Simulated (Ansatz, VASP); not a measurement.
**AlN: VASP beside Ansatz**

```
Al N
1.0
     3.31348    0.00000    0.00000
    -1.65674    2.86956    0.00000
     0.00000    0.00000    4.56450
Al N
2 2
Direct
  0.33333 0.66667 0.75000
  0.66667 0.33333 0.25000
  0.33333 0.66667 0.25000
  0.66667 0.33333 0.75000
```

Alike in both runs: task single point; functional PBE; k mesh 9 × 9 × 6; occupations gaussian, width 0.05 eV; no spin polarisation.

```csv
,VASP,Ansatz
version,VASP 6.6.1,Ansatz 0.2.0
potentials or method,"VASP PAW PBE potentials, release 64 (Al, N)","scalar-relativistic, plane waves, PAW"
plane-wave cutoff (eV),520,520
valence electrons in the cell,16,16
```

```tsv
	VASP	Ansatz	Ansatz less VASP
gap on the k mesh at the Fermi level (eV)	2.38	2.38	-0.007
least direct gap on the mesh (eV)	2.38	2.38	-0.007
pressure (GPa)	-11.4	-11.2	+0.15
largest component of the traceless stress (GPa)	2.87	2.95	+0.077
```
